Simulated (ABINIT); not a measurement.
**Os in ABINIT: the effect of potentials**

Os:

```
Os
1.0
     2.73410    0.00000    0.00000
    -1.36705    2.36780    0.00000
     0.00000    0.00000    4.31970
Os
2
Direct
  0.66667 0.33333 0.75000
  0.33333 0.66667 0.25000
```

Alike in all runs:

* Program: ABINIT 10.8.3 (patched build)
* Task: single point
* Functional: r2SCAN
* k mesh: 11 × 11 × 6
* Occupations: fermi-dirac, width 0.05 eV
* Spin: no spin polarisation

```tsv
potentials	cutoff	pressure (GPa)
Ansatz PAW PBE default generated set, frozen core	490 eV	0.8
JTH PAW PBE v2.0	490 eV	2.4
Ansatz NC r2SCAN	1306 eV	1.3
SG15 NC PBE v1.2	980 eV	1.4
PseudoDojo NC SR PBE v0.4.1 standard	1197 eV	?
```

Q: What does the run with potentials PseudoDojo NC SR PBE v0.4.1 standard give?

A: Pressure -2.2 GPa.

Caveats: the PAW data sets were made with another functional, which shifts forces and pressure a little (some runs); the potentials were made for another functional, which shifts forces and pressure (some runs); the atomic spheres overlap (some runs); a meta-GGA on potentials with a model core is unreliable (some runs).

The runs don't all hold the same shells in valence.
